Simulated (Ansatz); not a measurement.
# Sn (Fd-3m) in Ansatz: notebook, part 3 of 3

Ansatz 0.2.0.

### 6 Relaxation of cell and atoms, RPBE+D4

The input, input.yaml:

```yaml
crystal:
  lattice:
    - [0.0, 3.2333428, 3.2333428]
    - [3.2333428, 0.0, 3.2333428]
    - [3.2333428, 3.2333428, 0.0]
  atoms:
    - { symbol: Sn, position: [0.75, 0.75, 0.75] }
    - { symbol: Sn, position: [0.5, 0.5, 0.5] }
hamiltonian:
  xc: rpbe
  pseudopotentials: { kind: paw }
  dispersion: d4
kpoints:
  mp_grid: { grid: [7, 7, 7] }
scf:
  occupations: { method: fermi_dirac, width: 0.05 }
output:
  forces: true
  stress: true
relax:
  f_tol: 0.01
  max_steps: 40
  cell: { stress_tol: 0.05 }
```

Potentials or basis: Ansatz PAW.

Started as:

```
$ ansatz run input.yaml --threads 2 --pin off --max-ram 5632MiB --backend cpu --events-out ev --progress --plain --runs-dir out
```

Output:

```text
Warning: RAYON_NUM_THREADS=2 ignored (pool sized by the plan → 2); use --threads N
Engine: ansatz 0.2.0, x86_64-unknown-linux-gnu
Pseudopotentials: kind: paw
Pseudopotential: Sn, paw, valence charge 14, recommended cutoff 420 eV (normal), Sn.paw.azcp
Functional definition: RPBE
  parameter kappa = 0.804
  parameter beta = 0.06672455060314922
  exchange = rpbe_x(kappa = kappa, mu = beta*pi^2/3)
  correlation = pbe_c(beta = beta)
Crystal: 2 atoms, lattice volume = 67.606 Å³
Basis set: ecut = 420 eV, 1363 PW (Γ), exchange–correlation on 64×64×64 points (8 copies of the dense FFT grid, shifted against one another)
Bands: 18, of which v1, the nominal top of the filled ones, is band 14 counted from 1 (13 counted from 0)
Symmetry: 48 space group operations
Space group: Fd-3m (ITA 227), of the structure as read, at distance tolerance 4.1e-5 Å
k-points: 20 of 343
Non-local potential: Sn, projectors of the file, l = 0: 2, l = 1: 2, l = 2: 2, l = 3: 2
PAW form: soft (Blöchl's): semilocal exchange-correlation on the pseudo side does not see the compensation charge
PAW frozen core: Sn, regenerated for the run's functional, and the local potential with it (the file was generated under x = pbe(κ = 0.804, μ = 0.2195149727645171), c = pbe(β = 0.06672455060314922))
PAW one-centre angular grid: Sn, 590 points (default); XC on 64 Gauss nodes
Initial density: superposition of atomic densities (neutral atoms: chi_scale 0, normalization atom), corrected by the library's trained network
Initial wavefunctions: pseudopotential atomic-orbital guess
Functional: x = rpbe, c = pbe(β = 0.06672455060314922)
SCF iter   1: F=—  HF=-12066.637373 eV  |F-HF|=—  |Δ(HF+E_count)|=         —  Δρ=2.60e-3  dr2=2.05e-3  ethr=1.77e-3  ⟨swp⟩=6.1  Hψ=1943  notcnv=0
preconditioner: auto → none  [insulator: Δε(μ)=0.357 eV  Ē_g=20.288 eV  σ=0.050 eV  W_gap=0.74  n_scr=14 (ndim 8)  ℏωp=23.9 eV  f_vac=0.091  D(μ)=0.20/eV (n_scr^D=0)  ε∞_Penn≈2.4]
SCF iter   2: F=—  HF=-12066.635871 eV  |F-HF|=—  |Δ(HF+E_count)|=   1.50e-3  Δρ=6.17e-4  dr2=1.89e-4  ethr=7.32e-6  ⟨swp⟩=2.0  Hψ=813  notcnv=0
SCF iter   3: F=—  HF=-12066.635946 eV  |F-HF|=—  |Δ(HF+E_count)|=   7.45e-5  Δρ=3.54e-4  dr2=3.94e-5  ethr=6.76e-7  ⟨swp⟩=3.0  Hψ=654  notcnv=0
SCF iter   4: F=—  HF=-12066.635996 eV  |F-HF|=—  |Δ(HF+E_count)|=   5.00e-5  Δρ=1.66e-4  dr2=7.64e-6  ethr=1.41e-7  ⟨swp⟩=2.0  Hψ=440  notcnv=0
SCF iter   5: F=—  HF=-12066.636006 eV  |F-HF|=—  |Δ(HF+E_count)|=   1.00e-5  Δρ=4.66e-5  dr2=5.67e-7  ethr=2.73e-8  ⟨swp⟩=2.0  Hψ=440  notcnv=0
SCF iter   6: F=-12066.636006 eV  HF=-12066.636006 eV  |F-HF|=7.14e-9  |Δ(HF+E_count)|=   5.86e-7  Δρ=5.09e-6  dr2=6.60e-9  ethr=3.57e-10  ⟨swp⟩=5.0  Hψ=1321  notcnv=0
SCF 1 converged in 6 iterations: F = -12066.636006 eV  dr2 = 6.60e-9
relax step   1: F+E_penalty+E_count = -12066.63600633 eV  Δ(F+E_penalty+E_count) = +0.000e0 eV  max|allowed force component| = 5.782e-18 eV/Å  Δτ_max = 0.0000 Å  P = +1.937 GPa  Ω = 67.606 Å³  (6 SCF iters, dr2 threshold 1.00e-7 eV, accepted)
Crystal: 2 atoms, lattice volume = 72.353 Å³
Basis set: ecut = 420 eV, 1411 PW (Γ), exchange–correlation on 64×64×64 points (8 copies of the dense FFT grid, shifted against one another)
Initial density: handed on by an earlier stage of this run
Initial wavefunctions: those handed on with the density
iter 1 solved again at ethr=9.10e-6 eV; its pass at ethr=3.10e-3 eV (dr2=2.55e-3 eV) is discarded
SCF iter   1: F=—  HF=-12066.646179 eV  |F-HF|=—  |Δ(HF+E_count)|=         —  Δρ=1.84e-3  dr2=2.51e-3  ethr=9.10e-6  ⟨swp⟩=2.9  Hψ=2599  notcnv=0
preconditioner: auto → none  [insulator: Δε(μ)=0.244 eV  Ē_g=20.023 eV  σ=0.050 eV  W_gap=0.71  n_scr=14 (ndim 8)  ℏωp=23.1 eV  f_vac=0.127  D(μ)=0.25/eV (n_scr^D=0)  ε∞_Penn≈2.3]
SCF iter   2: F=—  HF=-12066.647244 eV  |F-HF|=—  |Δ(HF+E_count)|=   1.07e-3  Δρ=9.61e-4  dr2=6.58e-4  ethr=8.98e-6  ⟨swp⟩=1.9  Hψ=396  notcnv=0
[... 11 lines left out ...]
SCF iter   4: F=-12066.652919 eV  HF=-12066.652919 eV  |F-HF|=1.45e-8  |Δ(HF+E_count)|=   1.09e-6  Δρ=1.02e-5  dr2=5.93e-8  ethr=7.14e-10  ⟨swp⟩=5.5  Hψ=1373  notcnv=0
SCF 3 converged in 4 iterations: F = -12066.652919 eV  dr2 = 5.93e-8
relax step   3: F+E_penalty+E_count = -12066.65291878 eV  Δ(F+E_penalty+E_count) = -5.014e-3 eV  max|allowed force component| = 1.417e-17 eV/Å  Δτ_max = 0.0000 Å  P = -0.086 GPa  Ω = 70.808 Å³  energy of the carried Pulay correction = -6.399e-4 eV  (4 SCF iters, dr2 threshold 2.00e-7 eV, accepted)
Crystal: 2 atoms, lattice volume = 70.644 Å³
iter 1 solved again at ethr=3.07e-8 eV; its pass at ethr=3.10e-3 eV (dr2=8.58e-6 eV) is discarded
SCF iter   1: F=—  HF=-12066.652993 eV  |F-HF|=—  |Δ(HF+E_count)|=         —  Δρ=6.18e-5  dr2=2.95e-6  ethr=3.07e-8  ⟨swp⟩=3.0  Hψ=2196  notcnv=0
preconditioner: auto → none  [insulator: Δε(μ)=0.284 eV  Ē_g=20.102 eV  σ=0.050 eV  W_gap=0.76  n_scr=14 (ndim 8)  ℏωp=23.4 eV  f_vac=0.104  D(μ)=0.22/eV (n_scr^D=0)  ε∞_Penn≈2.4]
SCF iter   2: F=—  HF=-12066.652992 eV  |F-HF|=—  |Δ(HF+E_count)|=   6.16e-7  Δρ=3.32e-5  dr2=7.97e-7  ethr=1.05e-8  ⟨swp⟩=2.0  Hψ=406  notcnv=0
SCF iter   3: F=-12066.652993 eV  HF=-12066.652993 eV  |F-HF|=6.16e-9  |Δ(HF+E_count)|=   8.87e-7  Δρ=4.24e-6  dr2=1.27e-8  ethr=6.56e-11  ⟨swp⟩=4.0  Hψ=1496  notcnv=0
SCF 4 converged in 3 iterations: F = -12066.652993 eV  dr2 = 1.27e-8
relax step   4: F+E_penalty+E_count = -12066.65299291 eV  Δ(F+E_penalty+E_count) = -7.413e-5 eV  max|allowed force component| = 4.395e-17 eV/Å  Δτ_max = 0.0000 Å  P = +0.005 GPa  Ω = 70.644 Å³  energy of the carried Pulay correction = -6.078e-4 eV  (3 SCF iters, dr2 threshold 1.84e-8 eV, accepted)
Initial wavefunctions: pseudopotential atomic-orbital guess (no wavefunctions were taken with the density)
iter 1 solved again at ethr=2.83e-7 eV; its pass at ethr=3.10e-3 eV (dr2=7.93e-5 eV) is discarded
SCF iter   1: F=—  HF=-12066.653570 eV  |F-HF|=—  |Δ(HF+E_count)|=         —  Δρ=4.60e-5  dr2=2.78e-7  ethr=2.83e-7  ⟨swp⟩=2.9  Hψ=2773  notcnv=0
preconditioner: auto → none  [insulator: Δε(μ)=0.284 eV  Ē_g=20.102 eV  σ=0.050 eV  W_gap=0.76  n_scr=14 (ndim 8)  ℏωp=23.4 eV  f_vac=0.106  D(μ)=0.22/eV (n_scr^D=0)  ε∞_Penn≈2.4]
SCF iter   2: F=—  HF=-12066.653569 eV  |F-HF|=—  |Δ(HF+E_count)|=   1.15e-6  Δρ=2.01e-5  dr2=5.29e-8  ethr=9.94e-10  ⟨swp⟩=2.1  Hψ=644  notcnv=0
SCF iter   3: F=—  HF=-12066.653569 eV  |F-HF|=—  |Δ(HF+E_count)|=   1.68e-7  Δρ=6.45e-6  dr2=4.34e-9  ethr=1.89e-10  ⟨swp⟩=2.0  Hψ=454  notcnv=0
SCF iter   4: F=—  HF=-12066.653569 eV  |F-HF|=—  |Δ(HF+E_count)|=   2.50e-8  Δρ=8.14e-7  dr2=1.74e-10  ethr=1.55e-11  ⟨swp⟩=2.0  Hψ=643  notcnv=0
SCF iter   5: F=-12066.653569 eV  HF=-12066.653569 eV  |F-HF|=9.09e-12  |Δ(HF+E_count)|=  4.57e-10  Δρ=1.04e-7  dr2=5.38e-12  ethr=1.00e-12  ⟨swp⟩=6.8  Hψ=1645  notcnv=0
SCF 5 converged in 5 iterations: F = -12066.653569 eV  dr2 = 5.38e-12
relax step   5: F+E_penalty+E_count = -12066.65356900 eV  Δ(F+E_penalty+E_count) = -5.761e-4 eV  max|allowed force component| = 4.684e-17 eV/Å  Δτ_max = 0.0000 Å  P = +0.001 GPa  Ω = 70.644 Å³  stress off target by 1.29e-3 GPa  SCF on the basis re-selected at this cell (its energy is not comparable with the rows above)  (5 SCF iters)
basis re-selected at this cell: Δ(F+E_penalty+E_count) = -5.761e-4 eV, ΔP = -0.003 GPa vs the last step (what re-selecting the basis moved, of the pressure what is left beyond the Pulay correction that the steps carried, after the strain that the cell walked since its last selection, with what the two solves' SCF thresholds leave and, on support functions, any second-order correction that the steps lacked; it is no measure of the basis error at this ecutwfc). This SCF's stress stands 1.29e-3 GPa from its target on what of the cell is left free (relax.cell.stress_tol is 5.00e-2 GPa) and its largest allowed force component is 4.68e-17 eV/Å (relax.f_tol is 1.00e-2 eV/Å): within both
SCF converged after 5 iterations
Free energy (F): -12066.653569 eV
Harris-Foulkes:  -12066.653569 eV  (|F-HF|=9.09e-12)
Internal energy: -12066.651640 eV  (E = F + TS)
E sigma→0 (E₀):  -12066.652604 eV
Entropy (-TS):   -0.001929 eV (-0.965 meV/atom)
Fermi energy:    7.510397 eV
--- Per-component energies (eV) ---
  E_band       = -254.939204
  E_kinetic    = 373.594888
  E_local      = -2341.851983  (includes V_loc(G=0)·N_el)
  E_nonlocal   = -65.255533
  E_hartree    = 1342.017732
  E_xc         = -764.942612
  E_vxc        = -189.166425  (∫ρ·V_xc dr)
  E_paw        = -8292.325863  (= ΣΔE_a)
  E_vpaw       = -716.295533  (= ΣTr[D̂ρ^β])
  E_aug_tail   = -0.000001  (compensation charges beyond the density's cutoff)
  E_ewald      = -2316.831472
  E_disp       = -1.109352  (pairwise vdW)
  E_core_change = 0.052555  (= ΣΔE_core)
  E_smearing   = -0.001929  (= −TS)
  E_closure    = 0.000000  (closes the sum)
  Σ components = -12066.653569   (vs F -12066.653569, Δ=0.00e0)
--- Forces (eV/Å), atoms counted from 1 ---
  atom   1  Sn     0.00000000     0.00000000     0.00000000
  atom   2  Sn    -0.00000000    -0.00000000    -0.00000000
  max |Σ_I F_I| component: 2.78e-17 eV/Å
--- Stress (GPa, compression-positive) ---
        0.001287       0.000000      -0.000000
       -0.000000       0.001287      -0.000000
       -0.000000      -0.000000       0.001287
  P = ⅓ Tr σ = 0.0013 GPa (0.013 kbar)
--- Relaxed structure (4 steps of the walk, 4 accepted, 1 SCFs on fresh bases) ---
  F+E_penalty+E_count = -12066.65356900 eV   max|allowed force component| = 4.684e-17 eV/Å   (the final SCF, on the basis selected at the relaxed cell)
  cell:  # Å, volume = 70.6435 Å³
    - [-4.585834829606031e-34, 3.2810596447226525, 3.2810596447226525]
    - [3.2810596447226525, 5.09537203289561e-35, 3.2810596447226525]
    - [3.2810596447226525, 3.2810596447226525, 1.4267041692107656e-33]
  atoms:
    - { symbol: Sn, position: [0.75, 0.75, 0.75] }
    - { symbol: Sn, position: [0.49999999999999994, 0.49999999999999994, 0.49999999999999994] }
```

It took 8 s on 2 threads of Intel Xeon at 2.50GHz (Skylake/Cascade Lake), shared host; peak memory 0.36 GiB.

Results:

```yaml
Free_energy: -12066.6536 eV
Relaxed_volume: 35.32 Å³/atom
Relaxed_cell: a = 4.640 Å, b = 4.640 Å, c = 4.640 Å, α = 60.00°, β = 60.00°, γ = 60.00°
Space_group_after_relaxing_to_0.05_Å: Fd-3m (No. 227)
Energy_gained_by_relaxing: 8.8 meV/atom
Ionic_steps: 5
Pressure_after_relaxing: 0.0 GPa
```

The path:
| step | energy change (eV) | largest force (eV/Å) | volume (Å³) |
| --- | --- | --- | --- |
| 1 | 0.0000 | 0.0000 | 67.61 |
| 2 | -0.0119 | 0.0000 | 72.35 |
| 3 | -0.0169 | 0.0000 | 70.81 |
| 4 | -0.0170 | 0.0000 | 70.64 |
| 5 | -0.0176 | 0.0000 | 70.64 |

Final structure:
```
Sn
1.0
     0.00000    3.28106    3.28106
     3.28106    0.00000    3.28106
     3.28106    3.28106    0.00000
Sn
2
Direct
  0.75000 0.75000 0.75000
  0.50000 0.50000 0.50000
```

Caveat: the plane-wave basis is chosen anew once the cell has moved, so the energies of steps on either side of that aren't comparable; the PAW data sets come from PBE, with cores solved anew for the run's functional, which leaves a small shift of forces and pressure.

### 7 Overview

| task | level | cell | smearing | gap on the mesh (eV) | pressure (GPa) | relaxed volume (Å³/atom) |
| --- | --- | --- | --- | --- | --- | --- |
| single point | RPBE | as given | gaussian 0.1 eV | none | 5.2 | - |
| single point | PBE | as given | gaussian 0.1 eV | none | 3.8 | - |
| relaxation of cell and atoms | PBEsol+D4 | relaxed | fermi-dirac 0.05 eV | - | 0.0 | 34.30 |
| relaxation of cell and atoms | RPBE+D3(BJ) | relaxed | fermi-dirac 0.05 eV | - | 0.0 | 31.77 |
| relaxation of cell and atoms | RPBE+D4 | relaxed | fermi-dirac 0.05 eV | - | 0.0 | 35.32 |

Alike in all rows: potentials or basis Ansatz PAW; no spin polarisation; k mesh 7 × 7 × 7; cutoff (eV) 420.

Caveats: the PAW data sets come from PBE, with cores solved anew for the run's functional, which leaves a small shift of forces and pressure (some runs); the plane-wave basis is chosen anew once the cell has moved, so the energies of steps on either side of that aren't comparable (some runs).

Absolute energies hang on the potentials; compare differences alone.
